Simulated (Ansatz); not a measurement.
CdS built on the rocksalt prototype, relaxed with r2SCAN, was run in the PAW code Ansatz under altered settings. All numbers are computed, without spin polarisation but where a row says otherwise.

```yaml
crystal:
  lattice:
    - [0.00000, 2.72678, 2.72678]
    - [2.72678, 0.00000, 2.72678]
    - [2.72678, 2.72678, 0.00000]
  atoms:
    - { symbol: Cd, position: [0.00000, 0.00000, 0.00000] }
    - { symbol: S, position: [0.50000, 0.50000, 0.50000] }
```

The base run's other keys:
```yaml
kpoints:
  mp_grid: { grid: [4, 4, 4] }
hamiltonian:
  xc: hse06
scf:
  occupations: { method: fixed }
  n_extra_bands: 4
```

It takes 13 iterations with 821 plane waves at 420 eV and 8 k points, and leaves a mean stress of +0.36 GPa. The gap over this mesh is 1.235 eV.

Outcomes, with energy and stress as changes against the base:
```csv
setting,outcome,ΔF (meV/atom),Δ mean stress (GPa),gap on the mesh (eV),iterations
"PBE hybrid, exx coeff 0.2, omega 0.5 1/Å",converged,–,+0.9,0.653,13
"PBE hybrid, exx coeff 0.75, omega 0.5 1/Å",converged,–,-1.0,2.004,19
scf.exx.singularity: regularized,converged,0.0,0.0,1.236,13
basis.ecutwfc: 900,converged,-5.1,0.0,1.234,13
```
A dash marks a value that wasn't obtained or can't be compared. Stress is positive in compression.

- PBE hybrid, exx coeff 0.2, omega 0.5 1/Å. That is 20 % exact exchange, screened with ω = 0.5 1/Å, against HSE06's 25 % screened at 0.208 1/Å. The mean stress moves by +0.9 GPa and the gap on the mesh by -0.582 eV (to 0.653). Totals of different functionals aren't comparable.
- PBE hybrid, exx coeff 0.75, omega 0.5 1/Å. That is 75 % exact exchange, screened with ω = 0.5 1/Å, against HSE06's 25 % screened at 0.208 1/Å. The mean stress moves by -1.0 GPa and the gap on the mesh by +0.769 eV (to 2.004). Totals of different functionals aren't comparable.
- basis.ecutwfc: 900. 2445 plane waves in place of 821. The free energy moves by -5.1 meV an atom, the mean stress by 0.0 GPa and the gap on the mesh by -0.001 eV (to 1.234). The base cutoff was converged to that degree.

Within 1 meV an atom, 0.1 GPa and 0.005 eV of the base stay: scf.exx.singularity: regularized.

Spin-orbit coupling is left out.

The stress of a hybrid is loosely converged in these runs.

The meshes of the hybrids are coarse, so their gaps aren't converged to the digits shown.
